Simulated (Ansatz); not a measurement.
**SiGe: straining the crystal, uniaxial strain along c**

Aim: apply uniaxial strain along c to SiGe from -3 to +3 %, where the lengths of a and b and the atoms relax, the angles are held, and follow energy, stress and any gap.

Computed with Ansatz 0.2.0 (DFT PBEsol, scalar-relativistic, plane waves, PAW, unless a step's input says otherwise).

2 further runs of the same task are left out: 2 set aside as unsound or not needed.

### 1 Starting point

It takes space group P6_3mc (No. 186, hexagonal). The conventional cell has a = 3.901 Å, b = 3.901 Å, c = 6.443 Å, α = 90.00°, β = 90.00°, γ = 120.00°. Around Si (site symmetry 3m) lie 4 Ge at 2.39 to 2.41 Å. Ge (site symmetry 3m) is surrounded by 4 Si at 2.39 to 2.41 Å.

Coordinates:

```
Si Ge
1.0
     3.90060    0.00000    0.00000
    -1.95030    3.37802    0.00000
     0.00000    0.00000    6.44339
Si Ge
2 2
Cartesian
  1.9503 1.1260 5.6350
  0.0000 2.2520 2.4133
  1.9503 1.1260 3.2246
  0.0000 2.2520 0.0029
```

It goes back to an entry of the Materials Project, which need not be the stable form.

It is the result of an earlier relaxation at this level (volume 21.22 Å³/atom; gap on the mesh: 0.35 eV).

The unstrained cell was computed beforehand with the same settings: E(σ→0) = -9749.8662 eV for 4 atoms, gap 0.35 eV over the zone.

### 2 Strain -1.0 %

The input, input.yaml:

```yaml
crystal:
  lattice:
    - [3.9103483853, 0.0, 0.0]
    - [-1.9551741927, 3.3864610394, 0.0]
    - [0.0, 0.0, 6.3789588444]
  atoms:
    - { symbol: Si, position: [0.6666666667, 0.3333333333, 0.874546342] }
    - { symbol: Si, position: [0.3333333333, 0.6666666667, 0.374546342] }
    - { symbol: Ge, position: [0.6666666667, 0.3333333333, 0.500452658] }
    - { symbol: Ge, position: [0.3333333333, 0.6666666667, 0.000452658] }
basis:
  ecutwfc: 420
kpoints:
  mp_grid: { grid: [12, 12, 6] }
hamiltonian:
  xc: pbesol
scf:
  occupations: { method: gaussian, width: 0.02 }
output:
  forces: true
  stress: true
  eigenvalues: true
  write_density: true
  write_potential: true
  elf: true
  volumetric_format: npy
relax:
  adjacent_minimum: "off"
  f_tol: 0.008
  max_steps: 40
  cell: { stress_tol: 0.015, fix: [c, angles] }
```

Run with:

```sh
$ ansatz run input.yaml --threads 1 --pin off --max-ram 2560MiB --backend cpu --events-out ev --progress --plain --runs-dir out
```

Further runs follow: seeking the band edges at -1.0 %; the cell strained by +1.0 %; band edges over the zone at +1.0 %; At -2.0 %; seeking the band edges at -2.0 %; the cell strained by +2.0 %; the gap over the whole zone at +2.0 %; strain -3.0 %; band edges over the zone at -3.0 %; At +3.0 %; seeking the band edges at +3.0 %.

Q: Predict the outcome of this session. Wanted: (1/V) d²E/dε² at zero strain, cubic fit; strain of the free axis a per applied strain; gap shift, negative and positive side.

The runs gave:

```
                                    quantity                    value
                         largest energy cost  11.4 meV/atom at -3.0 %
     (1/V) d²E/dε² at zero strain, cubic fit                  182 GPa
strain of the free axis a per applied strain                    -0.14
       gap shift, negative and positive side       +50, -21 meV per %
```

The curvature of the energy, 182 GPa, is Young's modulus along c, angles held. Compression by 3 % costs 11.4 meV/atom and stretching 10.3. The free axis a moves against the applied strain (factor -0.14). The gap runs from 0.10 eV at -3.0 % through 0.35 to 0.21 eV at +3.0 %, and changes between direct and indirect on the way.
